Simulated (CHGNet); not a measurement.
Wurtzite BeO

All values below come from the machine-learned potential CHGNet 0.3.0 (trained on PBE and PBE+U data).

Cell (relaxed at this level):

Space group P6₃mc (No. 186); a = b = 2.710 Å, c = 4.402 Å, α = β = 90.00°, γ = 120.00°

```csv
atom,site,symmetry,x,y,z
Be,2b,3m.,0.3333,0.6667,0.0004
O,2b,3m.,0.3333,0.6667,0.3776
```

```yaml
lattice_parameter_a: 2.710 Å
c axis length: 4.402 Å
```

Measured, for comparison: lattice constant a 2.698 Å, lattice parameter c 4.377 Å (temperature not stated, not corrected to a static lattice; as tabulated in Wikipedia's data pages). Computed (rounded) less measured: lattice constant a +0.4 %, lattice parameter c +0.6 %.

A machine-learned potential is trained on density-functional data: it inherits that level's misses and adds fitting errors of its own.
